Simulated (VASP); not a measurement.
# C (Pm-3m) in VASP: a series of runs, part 2 of 2

VASP 6.6.1. The steps go on from the part before.

### Step 3. Relaxation of cell and atoms, optB88-vdW

File INCAR:

```
  PREC = Accurate
  ENCUT = 600
  EDIFF = 1E-6
  ISMEAR = -1
  SIGMA = 0.05
  LREAL = False
  LASPH = True
  NELM = 80
  ALGO = Normal
  ISIF = 3
  LWAVE = False
  LCHARG = False
  GGA = BO
  LUSE_VDW = True
  AGGAC = 0.0
  PARAM1 = 0.1833333333
  PARAM2 = 0.22
  IBRION = 2
  NSW = 60
  EDIFFG = -0.01
```

File KPOINTS:

```
regular mesh
0
Gamma
  10 10 10
```

File POSCAR:

```
C
1.0
    2.6197200000      0.0000000000      0.0000000000
    0.0000000000      2.6197200000      0.0000000000
    0.0000000000      0.0000000000      2.6197200000
C
3
Direct
    0.0000000000      0.5000000000      0.5000000000
    0.5000000000      0.0000000000      0.5000000000
    0.5000000000      0.5000000000      0.0000000000
```

Potentials or basis: VASP PAW PBE potentials, release 64 (C).

Started as:

```bash
$ cat potpaw_PBE.64/C/POTCAR > POTCAR
$ mpirun -np 1 vasp_std > vasp.out
```

OUTCAR:

```text
PREC = Accurate
   ENCUT = 600
   EDIFF = 1E-6
   ISMEAR = -1
   LREAL = False
   LASPH = True
   NELM = 80
   ISIF = 3
   GGA = BO
   IBRION = 2
   NSW = 60
   EDIFFG = -0.01

 ion  position               nearest neighbor table
   1  0.000  0.500  0.500-   2 1.85   3 1.85   3 1.85   2 1.85   2 1.85   3 1.85   3 1.85   2 1.85

   2  0.500  0.000  0.500-   1 1.85   3 1.85   3 1.85   1 1.85   3 1.85   3 1.85   1 1.85   1 1.85

   3  0.500  0.500  0.000-   1 1.85   2 1.85   1 1.85   2 1.85   2 1.85   2 1.85   1 1.85   1 1.85

  LATTYP: Found a simple cubic cell.
 ALAT       =     2.6197200000

  Lattice vectors:

 A1 = (   2.6197200000,   0.0000000000,   0.0000000000)
 A2 = (   0.0000000000,   2.6197200000,   0.0000000000)
 A3 = (   0.0000000000,   0.0000000000,   2.6197200000)

Analysis of symmetry for initial positions (statically):
=====================================================================
 Subroutine PRICEL returns:
 Original cell was already a primitive cell.

 Routine SETGRP: Setting up the symmetry group for a
 simple cubic supercell.

 Subroutine GETGRP returns: Found 48 space group operations
 (whereof 48 operations were pure point group operations)
 out of a pool of 48 trial point group operations.

The static configuration has the point symmetry O_h .

Analysis of symmetry for dynamics (positions and initial velocities):
=====================================================================
 Subroutine PRICEL returns:
 Original cell was already a primitive cell.

 Routine SETGRP: Setting up the symmetry group for a
 simple cubic supercell.

 Subroutine GETGRP returns: Found 48 space group operations
 (whereof 48 operations were pure point group operations)
 out of a pool of 48 trial point group operations.

The dynamic configuration has the point symmetry O_h .

 Subroutine INISYM returns: Found 48 space group operations
 (whereof 48 operations are pure point group operations),
 and found     1 'primitive' translations

----------------------------------------------------------------------------------------

                                     Primitive cell

  volume of cell :      17.9790

[... 101 lines left out ...]
   NELECT =      12.0000    total number of electrons
   NUPDOWN=      -1.0000    fix difference up-down
   EMIN   =  10.00;   EMAX   =-10.00  energy-range for DOS
   EFERMI =   0.00;   METHOD = LEGACY
   ISMEAR =    -1;   SIGMA  =   0.05  broadening in eV -4-tet -1-fermi 0-gaus
   EFERMI_NEDOS =   21; number of points for ismear=-14 and -15
   IALGO  =     38    algorithm
   IMIX   =      4    mixing-type and parameters
     AMIX     =   0.40;   BMIX     =  1.00
     AMIX_MAG =   1.60;   BMIX_MAG =  1.00
  volume/ion in A,a.u.               =       5.99        40.44
  Fermi-wavevector in a.u.,A,eV,Ry     =   1.430695  2.703621 27.849602  2.046888
  Thomas-Fermi vector in A             =   2.550512
   LORBIT       =      0    0 simple, 1 ext, 2 COOP (PROOUT), +10 PAW based schemes
   GGA     = BO    functional components
   LHFCALC =     F    Hartree Fock is set to
   AEXX    =    0.0000 exact exchange contribution
   IVDW_NL    =     1    kernel type
   BPARAM     = 6.3000
   IVDW    =     0    specifies the selected vdW correction
   LEPSILON=     F    determine dielectric tensor
   LRPA    =     F    only Hartree local field effects (RPA)
 conjugate gradient relaxation of ions
 non-spin polarized calculation
  energy-cutoff  :      600.00
  volume of cell :       17.98
 maximum number of plane-waves:       624
 NGX is ok and might be reduce to    24
   NGX = 11   NGY = 11   NGZ = 11

--------------------------------------- Ionic step        1  -------------------------------------------

 number of electron      11.9999999 magnetization

 Free energy of the ion-electron system (eV)
  ---------------------------------------------------
  ext. energy  EPLUGINS =         0.00000000
  ---------------------------------------------------
  free energy    TOTEN  =       -12.95772302 eV

  energy without entropy =      -12.94750772  energy(sigma->0) =      -12.95261537

 E-fermi :  10.6901     XC(G=0): -13.2686

 val. band max:       10.6664932636   @ k =   0.3000   0.1000   0.0000
 cond. band min:      10.6924670508   @ k =   0.4000   0.0000   0.0000
 fundamental gap:      0.0259737872
 Fermi energy:        10.6900757243

 k-point     1 :       0.0000    0.0000    0.0000
  band No.  band energies     occupation
      1     -11.8417      2.00000
      2       2.8600      2.00000
      3       2.8600      2.00000
      4       2.8600      2.00000
      5       7.8591      2.00000
      6       7.8591      2.00000
      7      14.9471      0.00000
      8      14.9471      0.00000
      9      14.9471      0.00000
     10      16.8436      0.00000
[... 376 lines left out ...]
--------------------------------------- Ionic step        3  -------------------------------------------

 number of electron      11.9999999 magnetization

 Free energy of the ion-electron system (eV)
  ---------------------------------------------------
  ext. energy  EPLUGINS =         0.00000000
  ---------------------------------------------------
  free energy    TOTEN  =       -12.99569865 eV

  energy without entropy =      -12.98886245  energy(sigma->0) =      -12.99228055

 E-fermi :   9.5953     XC(G=0): -12.9627

 val. band max:        9.5684026434   @ k =   0.3000   0.1000   0.0000
 cond. band min:       9.6630726519   @ k =   0.5000   0.3000   0.0000
 fundamental gap:      0.0946700085
 Fermi energy:         9.5953021594

 k-point     1 :       0.0000    0.0000    0.0000
  band No.  band energies     occupation
      1     -11.8658      2.00000
      2       2.3918      2.00000
      3       2.3918      2.00000
      4       2.3918      2.00000
      5       6.6169      2.00000
      6       6.6169      2.00000
      7      13.7538      0.00000
      8      13.7538      0.00000
      9      13.7538      0.00000
     10      16.0961      0.00000
[... 333 lines left out ...]
  energy  without entropy=      -12.9888624485  energy(sigma->0) =      -12.99228055

Total vdW correction in eV:      0.8241479

 reached required accuracy - stopping structural energy minimisation
```

OSZICAR:

```text
N       E                     dE             d eps       ncg     rms          rms(c)
DAV:   1     0.278914884093E+02    0.27891E+02   -0.75315E+03  1136   0.130E+03
DAV:   2    -0.112423477510E+02   -0.39134E+02   -0.36296E+02  1392   0.183E+02
DAV:   3    -0.129749289064E+02   -0.17326E+01   -0.16847E+01  1708   0.336E+01
[... 17 lines left out ...]
       N       E                     dE             d eps       ncg     rms          rms(c)
DAV:   1    -0.129959271418E+02   -0.46695E-03   -0.14709E-02  1132   0.113E+00    0.102E-01
DAV:   2    -0.129957653678E+02    0.16177E-03   -0.16037E-04  1386   0.123E-01    0.559E-02
DAV:   3    -0.129956988361E+02    0.66532E-04   -0.13879E-04  1184   0.906E-02    0.460E-03
DAV:   4    -0.129956986470E+02    0.18908E-06   -0.68398E-07  1052   0.892E-03
   3 F= -.12995699E+02 E0= -.12992281E+02  d E =-.379756E-01
```

Wall time 47 s (1 thread of Intel Xeon Platinum 8259CL at 2.50GHz (Skylake/Cascade Lake), shared host); peak memory 0.26 GiB.

What came out:

- Free energy: -12.9957 eV
- Relaxed volume: 6.38 Å³/atom
- Relaxed cell: a = 2.675 Å, b = 2.675 Å, c = 2.675 Å, α = 90.00°, β = 90.00°, γ = 90.00°
- Space group after relaxing (to 0.05 Å): Pm-3m (No. 221)
- Energy gained by relaxing: 12.7 meV/atom
- Ionic steps: 3
- Pressure after relaxing: -0.1 GPa
- Band gap on the k mesh: none (metal or under the smearing width)

The path:
| step | energy change (eV) | largest force (eV/Å) | pressure (GPa) | volume (Å³) |
| --- | --- | --- | --- | --- |
| 1 | 0.0000 | 0.0000 | 10.73 | 17.98 |
| 2 | -0.0377 | 0.0000 | 0.85 | 19.04 |
| 3 | -0.0380 | 0.0000 | -0.12 | 19.14 |

Final structure:
```
C
1.0
     2.67517    0.00000    0.00000
     0.00000    2.67517    0.00000
     0.00000    0.00000    2.67517
C
3
Direct
  0.00000 0.50000 0.50000
  0.50000 0.00000 0.50000
  0.50000 0.50000 0.00000
```

Levels at points of the mesh, in eV from the Fermi level:
```csv
k point,band 3,band 4,band 5,band 6,band 7,band 8,band 9,band 10
"(0.00, 0.00, 0.00)",-7.20,-7.20,-2.98,-2.98,4.16,4.16,4.16,6.50
"(0.50, 0.00, 0.00)",-4.62,-4.62,-0.81,-0.42,-0.42,0.37,2.50,5.59
"(0.50, 0.50, 0.00)",-12.90,-9.51,-0.86,0.35,0.35,2.02,4.25,4.25
"(0.50, 0.50, 0.50)",-9.39,-9.39,-8.30,-8.30,-8.30,5.39,9.63,9.63
```

Caveat: the PAW data sets were made with another functional, which shifts forces and pressure a little.

### Step 4. Relaxation of cell and atoms, vdW-DF-cx

Changes to INCAR since step 3:

```diff
@@ -12,7 +12,5 @@
   LCHARG = False
-  GGA = BO
+  GGA = CX
   LUSE_VDW = True
   AGGAC = 0.0
-  PARAM1 = 0.1833333333
-  PARAM2 = 0.22
   IBRION = 2
```

KPOINTS is that of step 3.

POSCAR is that of step 3.

Started as:

```bash
$ cat potpaw_PBE.64/C/POTCAR > POTCAR
$ mpirun -np 1 vasp_std > vasp.out
```

It took 32 s on 1 thread of Intel Xeon Platinum 8259CL at 2.50GHz (Skylake/Cascade Lake), shared host; peak memory 0.26 GiB.

The run converged. Its results:

- Free energy: -14.0722 eV
- Relaxed volume: 6.09 Å³/atom
- Relaxed cell: a = 2.633 Å, b = 2.633 Å, c = 2.633 Å, α = 90.00°, β = 90.00°, γ = 90.00°
- Space group after relaxing (to 0.05 Å): Pm-3m (No. 221)
- Energy gained by relaxing: 0.8 meV/atom
- Ionic steps: 2
- Pressure after relaxing: 0.0 GPa
- Band gap on the k mesh: none (metal or under the smearing width)

The path:
```csv
step,energy change (eV),largest force (eV/Å),pressure (GPa),volume (Å³)
1,0.0000,0.0000,2.83,17.98
2,-0.0025,0.0000,-0.02,18.26
```

Final structure:
```xyz
3
Lattice="2.6331 0.0000 0.0000 0.0000 2.6331 0.0000 0.0000 0.0000 2.6331" Properties=species:S:1:pos:R:3 pbc="T T T"
C     0.0000    1.3165    1.3165
C     1.3165    0.0000    1.3165
C     1.3165    1.3165    0.0000
```

Levels at points of the mesh, in eV from the Fermi level:
```
           k point  band 2  band 3  band 4  band 5  band 6  band 7  band 8  band 9  band 10
(0.00, 0.00, 0.00)   -7.77   -7.77   -7.77   -2.90   -2.90    4.32    4.32    4.32     5.74
(0.50, 0.00, 0.00)  -16.56   -5.05   -5.05   -0.66   -0.66   -0.42    0.13    2.31     5.96
(0.50, 0.50, 0.00)  -13.51  -13.51  -10.31   -1.13    0.20    0.20    2.25    4.49     4.49
(0.50, 0.50, 0.50)   -9.67   -9.67   -9.67   -8.98   -8.98   -8.98    4.61   10.15    10.15
```

Caveat: the PAW data sets were made with another functional, which shifts forces and pressure a little.

### Step 5. The reference run

An earlier run on the cell as given: functional PBE; potentials or basis VASP PAW PBE potentials, release 64 (C); cutoff 520 eV; k mesh 10 × 10 × 10; occupations fermi-dirac, width 0.05 eV; no spin polarisation.

* Pressure: 3.0 GPa
* Band gap on the k mesh: none (metal or under the smearing width)

### Step 6. The runs side by side

```tsv
task	level	cell	cutoff (eV)	gap on the mesh (eV)	pressure (GPa)	relaxed volume (Å³/atom)
relaxation of cell and atoms	PW91	relaxed	600	none	0.1	6.16
relaxation of cell and atoms	optB88-vdW	relaxed	600	none	-0.1	6.38
relaxation of cell and atoms	vdW-DF-cx	relaxed	600	none	0.0	6.09
single point	PBE	as given	520	none	3.0	-
```

Alike in all rows: potentials or basis VASP PAW PBE potentials, release 64 (C); no spin polarisation; k mesh 10 × 10 × 10; smearing fermi-dirac 0.05 eV.

Caveats: the PAW data sets were made with another functional, which shifts forces and pressure a little (some runs).

Absolute energies hang on the potentials; compare differences alone.
